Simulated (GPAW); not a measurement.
## KCl: single point with PBE

Crystal: KCl.

```
K Cl
1.0
     3.83920    0.00000    0.00000
     0.00000    3.83920    0.00000
     0.00000    0.00000    3.83920
K Cl
1 1
Direct
  0.98999 0.00563 0.00820
  0.49173 0.49777 0.50063
```

The cell comes from a database or a generator and needn't be the stable form of this composition.

The cell isn't the ideal one: atoms moved at random, drawn with an rms of 0.05 Å.

```
Program             : GPAW 26.7.0
Task                : single point
Functional          : PBE
Potentials or basis : GPAW PAW data sets (gpaw-data 1.2.1)
Cutoff              : 600 eV
Basis               : pw
k mesh              : 7 × 7 × 7
Occupations         : fermi-dirac, width 0.05 eV
Spin                : no spin polarisation
```

```json
{
  "Pressure": "-0.1 GPa",
  "Largest force": "0.027 eV/Å",
  "Band gap on the k mesh": "4.82 eV, indirect (least direct gap 5.00 eV)"
}
```

Forces on the atoms (eV/Å):
```
K    0.004 -0.019 -0.018
Cl  -0.004  0.019  0.018
```

Levels at points of the mesh, in eV from the valence-band top:
| k point | band 5 | band 6 | band 7 | band 8 | band 9 | band 10 | band 11 | band 12 |
| --- | --- | --- | --- | --- | --- | --- | --- | --- |
| (0.00, 0.00, 0.00) | -11.43 | -0.18 | -0.18 | -0.18 | 4.82 | 6.58 | 6.58 | 10.54 |

Run time: 41 s on 1 thread of Intel(R) Xeon(R) 6975P-C (Granite Rapids), on a shared host, peak memory 0.29 GiB.

Caveat: an odd mesh through Γ misses points on the zone boundary, where band edges often lie.
